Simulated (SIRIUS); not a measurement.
# Mg (Fm-3m) in SIRIUS: settings compared

One crystal, Mg, is run at these levels: LDA, rPW86PBE+D3, revPBE+D3(BJ), OPBE+D4; tasks: single point.

Program: SIRIUS 7.12.0. These are calculated values, not measurements. Logs are shortened: lines on timing, memory, paths and dates and some standing lists are left out, and cuts for length are marked. The log counts tension as positive stress, the text compression.

## Step 1: The crystal as given

It takes space group Fm-3m (No. 225, cubic). Conventional cell: a = 4.489 Å, b = 4.489 Å, c = 4.489 Å, α = 90.00°, β = 90.00°, γ = 90.00°. Around Mg (site symmetry m-3m) lie 12 Mg at 3.17 Å.

This isn't the form of Mg at room conditions, which is hcp.

## Step 2: Single point, LDA, collinear spin, ferromagnetic start

The input, run.py:

```python
import json, subprocess
import numpy as np
from ase import Atoms
from ase.io import read
from ase.calculators.calculator import Calculator, all_changes
from ase.units import Bohr, Hartree, GPa

class Sirius(Calculator):
    """Writes sirius.json, runs sirius.scf and reads out.json."""
    implemented_properties = ["energy", "free_energy", "forces", "stress", "magmom"]

    def __init__(self, config, files):
        super().__init__()
        self.config, self.files, self.calls = config, files, 0

    def calculate(self, atoms=None, properties=["energy"], system_changes=all_changes):
        super().calculate(atoms, properties, system_changes)
        symbols = atoms.get_chemical_symbols()
        types = list(dict.fromkeys(symbols))
        order = [i for t in types for i, s in enumerate(symbols) if s == t]
        frac = atoms.get_scaled_positions(wrap=False)
        m = atoms.get_initial_magnetic_moments()
        m = m if m.ndim == 2 else np.c_[0 * m, 0 * m, m]
        spin = self.config["parameters"]["num_mag_dims"] > 0
        rows = {t: [list(frac[i]) + (list(m[i]) if spin else []) for i in order if symbols[i] == t] for t in types}
        cell = {"lattice_vectors": (atoms.cell[:] / Bohr).tolist(), "atom_types": types, "atom_files": self.files, "atoms": rows}
        json.dump({**self.config, "unit_cell": cell}, open("sirius.json", "w"), indent=1)
        self.calls += 1
        with open(f"sirius_{self.calls:03d}.out", "w") as log:
            subprocess.run(["sirius.scf", "--input=sirius.json", "--output=out.json"], stdout=log, stderr=subprocess.STDOUT, check=True)
        gs = json.load(open("out.json"))["ground_state"]
        if not gs["converged"]:
            raise RuntimeError("SCF did not converge")
        self.results = {"energy": gs["energy"]["free"] * Hartree, "free_energy": gs["energy"]["free"] * Hartree}
        if "forces" in gs:
            f = np.zeros((len(atoms), 3))
            f[order] = np.array(gs["forces"]) * Hartree / Bohr
            self.results["forces"] = f
        if "stress" in gs:
            s = np.array(gs["stress"]) * Hartree / Bohr**3
            self.results["stress"] = s.flat[[0, 4, 8, 5, 2, 1]]
        if spin:
            self.results["magmom"] = gs["magnetisation"]["total"][2]

atoms = read("Mg.cif")
atoms.set_initial_magnetic_moments([0.5])
config = {
    "control": {
        "processing_unit": 'cpu',
        "verbosity": 2,
        "num_bands_to_print": 11,
        "print_forces": True,
        "print_stress": True,
    },
    "parameters": {
        "electronic_structure_method": 'pseudopotential',
        "xc_functionals": ['XC_LDA_X', 'XC_LDA_C_PW'],
        "gk_cutoff": 9.2,
        "pw_cutoff": 18.4,
        "ngridk": [10, 10, 10],
        "shiftk": [0, 0, 0],
        "smearing": 'fermi_dirac',
        "smearing_width": 0.0018374661,
        "num_bands": 11,
        "num_mag_dims": 1,
        "num_dft_iter": 100,
        "energy_tol": 1e-08,
        "density_tol": 1e-06,
        "fixed_mag": 1.0,
    },
    "iterative_solver": {
        "type": 'davidson',
        "min_tolerance": 1e-10,
    },
    "mixer": {
        "type": 'anderson',
        "beta": 0.5,
        "max_history": 8,
    },
    "settings": {
        "tol_ne": 1e-10,
        "smooth_initial_mag": True,
    },
}
dft = Sirius(config, {'Mg': 'Mg.upf'})
atoms.calc = dft
results = {"symbols": atoms.get_chemical_symbols(), "cell": atoms.cell[:].tolist(), "frac": atoms.get_scaled_positions(wrap=False).tolist(), "steps": []}

def note():
    results["steps"].append({"energy": atoms.get_potential_energy(), "cell": atoms.cell[:].tolist(), "positions": atoms.positions.tolist(),
                             "forces": atoms.get_forces().tolist(), "stress": atoms.get_stress().tolist()})
    json.dump(results, open("results.json", "w"))

note()
print("free energy (eV):", round(atoms.get_potential_energy(), 6))
print("forces (eV/A):\n", atoms.get_forces().round(5))
print("stress (GPa, Voigt, tension positive):", (atoms.get_stress() / GPa).round(4))
json.dump(results, open("results.json", "w"))
```

The input, Mg.cif:

```cif
data_Mg
_cell_length_a 3.17385727
_cell_length_b 3.17385727
_cell_length_c 3.17385727
_cell_angle_alpha 60.00000000
_cell_angle_beta 60.00000000
_cell_angle_gamma 60.00000000
_space_group_name_H-M_alt 'P1'
_space_group_name_Hall 'P 1'
_space_group_IT_number 1
loop_
_space_group_symop_operation_xyz
'x,y,z'
loop_
_atom_site_label
_atom_site_type_symbol
_atom_site_symmetry_multiplicity
_atom_site_Wyckoff_symbol
_atom_site_fract_x
_atom_site_fract_y
_atom_site_fract_z
_atom_site_occupancy
Mg1 Mg 1 a 0.0000000000 0.0000000000 0.0000000000 1
```

Potentials or basis: PseudoDojo 0.4.1 LDA stringent (scalar relativistic).

Run with:

```sh
$ OMP_NUM_THREADS=1 python run.py
```

Log:

```text
free energy (eV): -1612.233612
forces (eV/A):
 [[0. 0. 0.]]
stress (GPa, Voigt, tension positive): [-2.5603 -2.5603 -2.5603  0.     -0.     -0.    ]
```

sirius_001.out:

```text
[info] SIRIUS version : 7.12.0
[info] number of MPI ranks           : 1
[info] MPI grid                      : 1 1
[info] maximum number of OMP threads : 1
[fft] FFT context for density and potential
[fft] =====================================
[fft]   comm size                             : 1
[fft]   plane wave cutoff                     : 18.4
[fft]   grid size                             : 40 40 40   total : 64000
[fft]   grid limits                           : -19 20   -19 20   -19 20
[fft]   number of G-vectors within the cutoff : 8073
[fft]   local number of G-vectors             : 8073
[fft]   number of G-shells                    : 465
[fft] FFT context for coarse grid
[fft] =====================================
[fft]   comm size                             : 1
[fft]   plane wave cutoff                     : 18.4
[fft]   grid size                             : 40 40 40   total : 64000
[fft]   grid limits                           : -19 20   -19 20   -19 20
[fft]   number of G-vectors within the cutoff : 8073
[fft]   local number of G-vectors             : 8073
[fft]   number of G-shells                    : 465
[unit cell] lattice vectors
[unit cell]   a1 :       5.9977210028      0.0000000000      0.0000000000
[unit cell]   a2 :       2.9988605014      5.1941787532      0.0000000000
[unit cell]   a3 :       2.9988605014      1.7313929177      4.8971186921
[unit cell] reciprocal lattice vectors
[unit cell]   b1 :       1.0475954624     -0.6048295222     -0.4276790566
[unit cell]   b2 :       0.0000000000      1.2096590444     -0.4276790566
[unit cell]   b3 :       0.0000000000      0.0000000000      1.2830371698
[unit cell] unit cell volume :       152.56108944 [a.u.^3]
[unit cell] 1/sqrt(omega)    :         0.08096142
[unit cell] MT volume        :         0.00000000 ( 0.00%)
[unit cell] IT volume        :       152.56108944 (100.00%)
[unit cell] number of atom types : 1
[unit cell] type id : 0 symbol : Mg mt_radius :  15.090000 num_atoms : 1
[unit cell] total number of atoms : 1
[unit cell] number of symmetry classes : 1
[unit cell] number of PAW atoms : 0
[unit cell] atom id  type id  class id             position                      vector_field
[unit cell] ------------------------------------------------------------------------------------------
[unit cell]      0        0        0      0.00000   0.00000   0.00000      0.00000   0.00000   0.50000
[unit cell] atom id         position (Cartesian, a.u.)
[unit cell] ---------------------------------------------
[unit cell]      0       0.000000    0.000000    0.000000
[unit cell] class id : 0 atom id : 0
[unit cell] minimum bond length:     5.997721
[unit cell] total number of pseudo wave-functions: 5
[sym] space group number   : 225
[sym] international symbol : Fm-3m
[sym] Hall symbol          : -F 4 2 3
[sym] space group transformation matrix :
[sym]   0.5000  0.5000  0.0000
[sym]   0.0000  0.5000  0.5000
[sym]   0.5000  0.0000  0.5000
[sym] space group origin shift :
[sym]   0.0000  0.0000  0.0000
[sym] number of space group operations  : 48
[sym] number of magnetic group operations : 48
[... 280 lines left out ...]
[find] atom                moment                |moment|
[find] --------------------------------------------------------------------------------
[find]    0 [  0.00000,   0.00000,   0.19872]    0.198718
[find] total charge          : 10.000000
[find] total moment          : [  0.00000,   0.00000,   1.00000], magnitude : 1.000000
[... 7 lines left out ...]
[find] one-electron contribution      :     -46.06677066 (Ha),     -92.13354132 (Ry)
[find] hartree contribution           :      21.53454419
[find] xc contribution                :      -7.68926282
[find] ewald contribution             :     -27.02682454
[find] PAW contribution               :       0.00000000
[find] smearing (-TS)                 :      -0.00018286
[find] SCF correction                 :       0.00000378
[find] Total energy                   :     -59.24831004 (Ha),    -118.49662009 (Ry)
[find] Free energy (E-TS)             :     -59.24849291 (Ha),    -118.49698581 (Ry)
[find] band gap (eV)                  :       0.00000000
[find] Efermi_up                      :       0.26446583
[find] Efermi_dn                      :       0.13330533
[find] iteration : 9, RMS (target) : 8.2463e-07 (1.0000e-06) , energy difference (target) : -7.3719e-11 (1.0000e-08)
[find] bands are converged : true
[find] iterative solver converged : false
[find] converged after 10 SCF iterations!
[find] Charges and magnetic moments
[find] --------------------------------------------------------------------------------
[find] atom                moment                |moment|
[find] --------------------------------------------------------------------------------
[find]    0 [  0.00000,   0.00000,   0.19872]    0.198718
[find] total charge          : 10.000000
[find] total moment          : [  0.00000,   0.00000,   1.00000], magnitude : 1.000000
[find] Energy
[find] --------------------------------------------------------------------------------
[find] valence_eval_sum               :     -13.10928633
[find] <rho|V^{XC}>                   :     -10.08745307
[find] <rho|E^{XC}>                   :      -7.68926282
[find] <mag|B^{XC}>                   :      -0.02415098
[find] <rho|V^{H}>                    :      43.06908838
[find] one-electron contribution      :     -46.06677066 (Ha),     -92.13354132 (Ry)
[find] hartree contribution           :      21.53454419
[find] xc contribution                :      -7.68926282
[find] ewald contribution             :     -27.02682454
[find] PAW contribution               :       0.00000000
[find] smearing (-TS)                 :      -0.00018286
[find] SCF correction                 :       0.00000378
[find] Total energy                   :     -59.24831004 (Ha),    -118.49662009 (Ry)
[find] Free energy (E-TS)             :     -59.24849291 (Ha),    -118.49698581 (Ry)
[find] band gap (eV)                  :       0.00000000
[find] Efermi_up                      :       0.26446583
[find] Efermi_dn                      :       0.13330533
[ground_state] === stress tensor components [kbar] ===
[ground_state] === stress_kin ===
[ground_state] -43491.988712    0.000000    0.000000
[ground_state]     0.000000-43491.988712    0.000000
[ground_state]     0.000000    0.000000-43491.988712
[ground_state] === stress_har ===
[ground_state] -13842.937349    0.000000    0.000000
[ground_state]     0.000000-13842.937349    0.000000
[ground_state]     0.000000    0.000000-13842.937349
[ground_state] === stress_ewald ===
[ground_state] 17373.510927   -0.000000   -0.000000
[ground_state]    -0.00000017373.510927   -0.000000
[ground_state]    -0.000000   -0.00000017373.510927
[ground_state] === stress_vloc ===
[ground_state] 12103.316387   -0.000000   -0.000000
[ground_state]    -0.00000012103.316387   -0.000000
[ground_state]    -0.000000   -0.00000012103.316387
[ground_state] === stress_xc ===
[ground_state]  4671.422470   -0.000000   -0.000000
[ground_state]    -0.000000 4671.422470   -0.000000
[ground_state]    -0.000000   -0.000000 4671.422470
[ground_state] === stress_nonloc ===
[ground_state] 23161.072986   -0.000000   -0.000000
[ground_state]    -0.00000023161.072986   -0.000000
[ground_state]    -0.000000   -0.00000023161.072986
[ground_state] === stress_us_nl ===
[ground_state] 23161.072986   -0.000000   -0.000000
[ground_state]    -0.00000023161.072986   -0.000000
[ground_state]    -0.000000   -0.00000023161.072986
[ground_state] === stress_total ===
[ground_state]   -25.603291   -0.000000   -0.000000
[ground_state]    -0.000000  -25.603291    0.000000
[ground_state]    -0.000000    0.000000  -25.603291
[ground_state] ==== total Forces in Ha/bohr =====
[ground_state] atom:    0, force:       0.0000000      0.0000000      0.0000000
[ground_state] ==== ultrasoft contribution from Qij =====
[ground_state] atom:    0, force:       0.0000000      0.0000000      0.0000000
[ground_state] ==== non-local contribution from Beta-projector =====
[ground_state] atom:    0, force:       0.0000000      0.0000000      0.0000000
[ground_state] ==== contribution from local potential =====
[ground_state] atom:    0, force:       0.0000000      0.0000000      0.0000000
[ground_state] ==== contribution from core density =====
[ground_state] atom:    0, force:       0.0000000      0.0000000      0.0000000
[ground_state] ==== Ewald forces from ions =====
[ground_state] atom:    0, force:       0.0000000      0.0000000      0.0000000
[~DFT_ground_state] local op. applied: 24970
[~DFT_ground_state] evp. work count: 9376.09
[~DFT_ground_state] number of iterative solver steps: 2196
```

It took 27 s on 1 thread of Intel Xeon Platinum 8375C at 2.90GHz (Ice Lake), shared host; peak memory 0.2 GiB.

What came out:

```yaml
Free_energy: -1612.2336 eV
Pressure: 2.6 GPa
Net_moment: 1.00 μB per cell
Absolute_moment: 1.00 μB per cell
```

Caveat: the total moment is fixed, so each spin has its own Fermi level.

## Step 3: Single point, rPW86PBE+D3, non-collinear spin, ferromagnetic start

Changes to run.py since step 2:

```diff
@@ -6,3 +6,5 @@
 from ase.units import Bohr, Hartree, GPa
-
+from ase.spacegroup import crystal
+from ase.calculators.mixing import SumCalculator
+from dftd3.ase import DFTD3
 
@@ -46,4 +48,5 @@
 
-atoms = read("Mg.cif")
-atoms.set_initial_magnetic_moments([0.5])
+atoms = crystal(['Mg'], [(0.0, 0.0, 0.0)],
+                spacegroup=225, setting=1, cellpar=[4.488512, 4.488512, 4.488512, 90.0, 90.0, 90.0])
+atoms.set_initial_magnetic_moments([[0.354, 0.354, 0.0], [0.354, 0.354, 0.0], [0.354, 0.354, 0.0], [0.354, 0.354, 0.0]])
 config = {
@@ -52,3 +55,3 @@
         "verbosity": 2,
-        "num_bands_to_print": 11,
+        "num_bands_to_print": 58,
         "print_forces": True,
@@ -58,11 +61,11 @@
         "electronic_structure_method": 'pseudopotential',
-        "xc_functionals": ['XC_LDA_X', 'XC_LDA_C_PW'],
-        "gk_cutoff": 9.2,
-        "pw_cutoff": 18.4,
-        "ngridk": [10, 10, 10],
+        "xc_functionals": ['XC_GGA_X_RPW86', 'XC_GGA_C_PBE'],
+        "gk_cutoff": 6.4,
+        "pw_cutoff": 20.0,
+        "ngridk": [3, 3, 3],
         "shiftk": [0, 0, 0],
-        "smearing": 'fermi_dirac',
-        "smearing_width": 0.0018374661,
-        "num_bands": 11,
-        "num_mag_dims": 1,
+        "smearing": 'cold',
+        "smearing_width": 0.0036749322,
+        "num_bands": 58,
+        "num_mag_dims": 3,
         "num_dft_iter": 100,
@@ -70,3 +73,2 @@
         "density_tol": 1e-06,
-        "fixed_mag": 1.0,
     },
@@ -86,4 +88,4 @@
 }
-dft = Sirius(config, {'Mg': 'Mg.upf'})
-atoms.calc = dft
+dft = Sirius(config, {'Mg': 'Mg.json'})
+atoms.calc = SumCalculator([dft, DFTD3(method="rpw86pbe", damping="d3zero")])
 results = {"symbols": atoms.get_chemical_symbols(), "cell": atoms.cell[:].tolist(), "frac": atoms.get_scaled_positions(wrap=False).tolist(), "steps": []}
```

Potentials or basis: JTH 2.0 PBE (PAW).

Run with:

```sh
$ upf_to_json Mg.GGA_PBE-JTH.UPF
$ OMP_NUM_THREADS=1 python run.py
```

It took 82 s on 1 thread of Intel Xeon Platinum 8375C at 2.90GHz (Ice Lake), shared host; peak memory 0.44 GiB.

The run converged. Its results:

```yaml
Free_energy: -7735.0740 eV
Pressure: -0.3 GPa
Band_gap_on_the_k_mesh: none (metal or under the smearing width)
Net_moment: 0.00 μB per cell
Absolute_moment: 0.00 μB per cell
Dispersion_energy_per_atom: -0.230 eV
```

Levels at points of the mesh, in eV from the Fermi level:
| k point | band 38 | band 39 | band 40 | band 41 | band 42 | band 43 |
| --- | --- | --- | --- | --- | --- | --- |
| (0.00, 0.00, 0.00) | -0.49 | -0.49 | -0.49 | 0.50 | 0.50 | 0.50 |

Moments on the atoms (μB; x, y, z):
```
Mg  0.00 0.00 0.00
Mg  0.00 0.00 0.00
Mg  0.00 0.00 0.00
Mg  0.00 0.00 0.00
```

Caveat: the k mesh is coarse (spacing up to 0.47 Å⁻¹), so the values aren't converged; the moments on the atoms are sums over spheres of half the shortest distance (1.6 Å at most), made after the run; the PAW data sets were made with another functional, which shifts forces and pressure a little; pairwise dispersion overbinds metals, which lowers pressure and volume.

## Step 4: Single point, revPBE+D3(BJ), collinear spin, ferromagnetic start

Changes to run.py since step 3:

```diff
@@ -6,3 +6,2 @@
 from ase.units import Bohr, Hartree, GPa
-from ase.spacegroup import crystal
 from ase.calculators.mixing import SumCalculator
@@ -48,5 +47,4 @@
 
-atoms = crystal(['Mg'], [(0.0, 0.0, 0.0)],
-                spacegroup=225, setting=1, cellpar=[4.488512, 4.488512, 4.488512, 90.0, 90.0, 90.0])
-atoms.set_initial_magnetic_moments([[0.354, 0.354, 0.0], [0.354, 0.354, 0.0], [0.354, 0.354, 0.0], [0.354, 0.354, 0.0]])
+atoms = read("Mg.xyz")
+atoms.set_initial_magnetic_moments([0.5])
 config = {
@@ -55,3 +53,3 @@
         "verbosity": 2,
-        "num_bands_to_print": 58,
+        "num_bands_to_print": 11,
         "print_forces": True,
@@ -61,11 +59,11 @@
         "electronic_structure_method": 'pseudopotential',
-        "xc_functionals": ['XC_GGA_X_RPW86', 'XC_GGA_C_PBE'],
-        "gk_cutoff": 6.4,
-        "pw_cutoff": 20.0,
-        "ngridk": [3, 3, 3],
+        "xc_functionals": ['XC_GGA_X_PBE_R', 'XC_GGA_C_PBE'],
+        "gk_cutoff": 9.2,
+        "pw_cutoff": 27.6,
+        "ngridk": [10, 10, 10],
         "shiftk": [0, 0, 0],
         "smearing": 'cold',
-        "smearing_width": 0.0036749322,
-        "num_bands": 58,
-        "num_mag_dims": 3,
+        "smearing_width": 0.0003674932,
+        "num_bands": 11,
+        "num_mag_dims": 1,
         "num_dft_iter": 100,
@@ -77,2 +75,3 @@
         "min_tolerance": 1e-10,
+        "num_steps": 8,
     },
@@ -89,3 +88,3 @@
 dft = Sirius(config, {'Mg': 'Mg.json'})
-atoms.calc = SumCalculator([dft, DFTD3(method="rpw86pbe", damping="d3zero")])
+atoms.calc = SumCalculator([dft, DFTD3(method="revpbe", damping="d3bj")])
 results = {"symbols": atoms.get_chemical_symbols(), "cell": atoms.cell[:].tolist(), "frac": atoms.get_scaled_positions(wrap=False).tolist(), "steps": []}
```

The input, Mg.xyz:

```xyz
1
Lattice="0.0000000000 2.2442560000 2.2442560000 2.2442560000 0.0000000000 2.2442560000 2.2442560000 2.2442560000 0.0000000000" Properties=species:S:1:pos:R:3 pbc="T T T"
Mg     0.0000000000      0.0000000000      0.0000000000
```

Potentials or basis: SG15 1.2 PBE (norm-conserving).

Run with:

```sh
$ upf_to_json Mg_ONCV_PBE-1.2.upf
$ OMP_NUM_THREADS=1 python run.py
```

It took 41 s on 1 thread of Intel Xeon Platinum 8375C at 2.90GHz (Ice Lake), shared host; peak memory 0.33 GiB.

It converged, with:

* Free energy: -1479.8452 eV
* Pressure: -1.8 GPa
* Band gap on the k mesh: none (metal or under the smearing width)
* Net moment: 0.01 μB per cell
* Absolute moment: 0.01 μB per cell
* Dispersion energy per atom: -0.551 eV

Caveat: the potentials were made for another functional, which shifts forces and pressure; pairwise dispersion overbinds metals, which lowers pressure and volume.

[end of part 1 of 2]
